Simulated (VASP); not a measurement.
An input for Ansatz (written as the equivalent of a VASP run, and not itself run):

Ansatz 0.2 input:
```yaml
crystal:
  lattice:
    - [0.0000000, 2.4900000, 2.4900000]
    - [2.4900000, 0.0000000, 2.4900000]
    - [2.4900000, 2.4900000, 0.0000000]
  atoms:
    - { symbol: In, position: [0.0000000, 0.0000000, 0.0000000] }
    - { symbol: N, position: [0.2500000, 0.2500000, 0.2500000] }
kpoints:
  mp_grid: { grid: [8, 8, 8] }
hamiltonian:
  xc: r2scan
  pseudopotentials: { kind: paw }
scf:
  occupations: { method: gaussian, width: 0.05 }
  max_iter: 100
relax:
  max_steps: 60
  f_tol: 0.01
  cell: {}
output: { forces: true, stress: true, eigenvalues: true }
```

**Question.** Translate this input to VASP (INCAR, KPOINTS, POSCAR, choice of POTCAR).

**Answer.** One answer among several that fit: 
### POSCAR
```
InN
1.0
  0.0000000000   2.4900000000   2.4900000000
  2.4900000000   0.0000000000   2.4900000000
  2.4900000000   2.4900000000   0.0000000000
In N
1 1
Cart
  0.0000000000   0.0000000000   0.0000000000
  1.2450000000   1.2450000000   1.2450000000
```

File KPOINTS:
```
Automatic
0
Gamma
8 8 8
0 0 0
```

### INCAR
```
! general
SYSTEM =InN
PREC   =Accurate
ENCUT  =520
LREAL  =.FALSE.   ! projection in real space or not
LASPH  =.TRUE.   ! aspherical one-centre terms

! electronic loop
EDIFF  =1E-6   ! SCF stop (eV)
NELM   =100
ALGO   =Normal   ! blocked Davidson
LMAXMIX=4   ! l cut-off of mixed one-centre charges
LMIXTAU=.TRUE.

! smearing
ISMEAR =0
SIGMA  =0.05

! functional
METAGGA=R2SCAN

! ions
IBRION =2   ! conjugate gradients
NSW    =60
ISIF   =3
EDIFFG =-0.01   ! ionic stop

! output
LWAVE  =.FALSE.
LCHARG =.FALSE.
```

POTCAR, in this order: In_d N (PBE.64 set). Program: vasp_std.

Limits of the translation: each code has its own PAW files, so the cut-off isn't converted (ENCUT is set for VASP's; basis.ecutwfc is left out, and Ansatz then takes the one that its files recommend); Ansatz stops its SCF on the density residual and VASP on the energy change (EDIFF).

The compound is InN in the zinc blende structure, a metastable form; wurtzite is the usual one. This run relaxes it. Symmetry was kept, so distortions that lower it aren't found.
